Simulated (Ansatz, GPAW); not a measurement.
# WC: 3 runs at one level of theory

```xyz
2
Lattice="2.9065 0.0000 0.0000 -1.4532 2.5171 0.0000 0.0000 0.0000 2.8366" Properties=species:S:1:pos:R:3 pbc="T T T"
W     0.0000    0.0000    0.0000
C     1.4533    0.8390    1.4183
```

Alike in all runs: task single point; functional PBE; k mesh 10 × 10 × 9; occupations gaussian, width 0.024 eV; no spin polarisation; no spin-orbit coupling. Pressure is positive in compression and, in plane waves, holds the error of the finite cutoff, which Ansatz's Pulay term estimates and takes out.

```
                        program and potentials  plane-wave cutoff (eV)                             notes  pressure (GPa)
                            Ansatz, Ansatz PAW                     420  Pulay term of +0.31 GPa included            5.60
    GPAW, GPAW PAW data sets (gpaw-data 1.2.1)                     800                                 -            5.36
Ansatz, all-electron LAPW, scalar-relativistic                       -                                 -            5.69
```

The pressure spans 5.36 (GPAW, GPAW PAW data sets (gpaw-data 1.2.1)) to 5.69 GPa (Ansatz, all-electron LAPW, scalar-relativistic), with all-electron results at 5.69.

Differences between rows come from potentials, basis sets and numerical settings, since the functional is the same but for its coding. Runs on potential files found faulty are left out.
